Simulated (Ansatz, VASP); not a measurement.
**Two plane-wave programs on SrO**

The input INCAR:

```
PREC = Accurate
ENCUT = 520
EDIFF = 1E-6
ISMEAR = 0
SIGMA = 0.01
LREAL = False
LASPH = True
NELM = 60
ALGO = Normal
ISIF = 2
LWAVE = False
LCHARG = False
NBANDS = 15
```

KPOINTS

```
Automatic mesh
0
Gamma
  6 6 6
```

File POSCAR:

```
SrO
1.0
    0.0000000000      2.5323441170      2.5323441170
    2.5323441170      0.0000000000      2.5323441170
    2.5323441170      2.5323441170      0.0000000000
Sr O
1 1
Direct
    0.0000000000      0.0000000000      0.0000000000
    0.5000000000      0.5000000000      0.5000000000
```

Input for Ansatz:

```yaml
crystal:
  lattice:
    - [0.0, 2.532344117, 2.532344117]
    - [2.532344117, 0.0, 2.532344117]
    - [2.532344117, 2.532344117, 0.0]
  atoms:
    - { symbol: Sr, position: [0.0, 0.0, 0.0] }
    - { symbol: O, position: [0.5, 0.5, 0.5] }
basis:
  ecutwfc: 420
kpoints:
  mp_grid: { grid: [6, 6, 6] }
  band_path:
    path:
      - [0.0, 0.0, 0.0]
      - [0.0, 0.0, 0.0]
      - [0.0, 0.0, 0.0]
      - [0.0, 0.0, 0.0]
      - [0.0, 0.0, 0.0]
      - [0.0, 0.0, 0.0]
      - [0.0, 0.0, 0.0]
      - [0.0, 0.0, 0.0]
      - [0.0, 0.0, 0.0]
      - [0.0, 0.0, 0.0]
      - [0.0, 0.0, 0.0]
      - [0.0, 0.0, 0.0]
      - [0.0, 0.0, 0.0]
      - [0.0, 0.0, 0.0]
      - [0.0, 0.0, 0.0]
      - [0.0, 0.0, 0.0]
      - [0.0, 0.0, 0.0]
      - [0.0, 0.0, 0.0]
      - [0.0, 0.0, 0.0]
      - [0.0, 0.0, 0.0]
      - [0.0, 0.0, 0.0]
      - [0.0, 0.0, 0.0]
      - [0.0, 0.0, 0.0]
      - [0.0, 0.0, 0.0]
      - [0.0, 0.0, 0.0]
      - [0.0, 0.0, 0.0]
      - [0.3, 0.3, 0.0]
      - [0.3166666667, 0.3166666667, 0.0]
      - [0.3333333333, 0.3333333333, 0.0]
      - [0.35, 0.35, 0.0]
      - [0.3666666667, 0.3666666667, 0.0]
      - [0.3833333333, 0.3833333333, 0.0]
      - [0.4, 0.4, 0.0]
      - [0.4166666667, 0.4166666667, 0.0]
      - [0.4333333333, 0.4333333333, 0.0]
      - [0.45, 0.45, 0.0]
      - [0.4666666667, 0.4666666667, 0.0]
      - [0.4833333333, 0.4833333333, 0.0]
      - [0.5, 0.5, 0.0]
      - [0.5, 0.5, 0.5]
      - [0.5, 0.5, 0.5]
      - [0.5, 0.5, 0.5]
      - [0.5, 0.5, 0.5]
      - [0.5, 0.5, 0.5]
      - [0.5, 0.5, 0.5]
      - [0.5, 0.5, 0.5]
      - [0.5, 0.5, 0.5]
      - [0.5, 0.5, 0.5]
      - [0.5, 0.5, 0.5]
      - [0.5, 0.5, 0.5]
      - [0.5, 0.5, 0.5]
      - [0.5, 0.5, 0.5]
      - [0.5, 0.5, 0.5]
      - [0.5, 0.5, 0.5]
      - [0.5, 0.5, 0.5]
      - [0.5, 0.5, 0.5]
      - [0.5, 0.5, 0.5]
      - [0.5, 0.5, 0.5]
      - [0.5, 0.5, 0.5]
      - [0.5, 0.5, 0.5]
      - [0.5, 0.5, 0.5]
      - [0.5, 0.5, 0.5]
      - [0.5, 0.5, 0.5]
      - [0.5, 0.5, 0.5]
      - [0.5, 0.5, 0.5]
    npoints: 1
hamiltonian:
  xc: lda
  pseudopotentials: { kind: paw, azcp: { folder: soft_1 } }
scf:
  occupations: { method: fixed }
  n_extra_bands: 5
output:
  eigenvalues: true
```

Alike in both runs: task single point; functional LDA; k mesh 6 × 6 × 6; no spin polarisation.

|  | VASP | Ansatz |
| --- | --- | --- |
| version | VASP 6.6.1 | Ansatz 0.2.0 |
| potentials or method | VASP PAW LDA potentials, release 64 (Sr_sv, O) | scalar-relativistic, plane waves, PAW |
| plane-wave cutoff (eV) | 520 | 420 |
| occupations | gaussian, width 0.01 eV | fixed |
| valence electrons in the cell | 16 | 16 |

```csv
,VASP,Ansatz,Ansatz less VASP
gap on the k mesh at the Fermi level (eV),3.06,3.12,+0.064
least direct gap on the mesh (eV),3.11,3.16,+0.054
```

Ansatz warned: «pseudo_functional_mismatch».

A k mesh can miss the band edges.
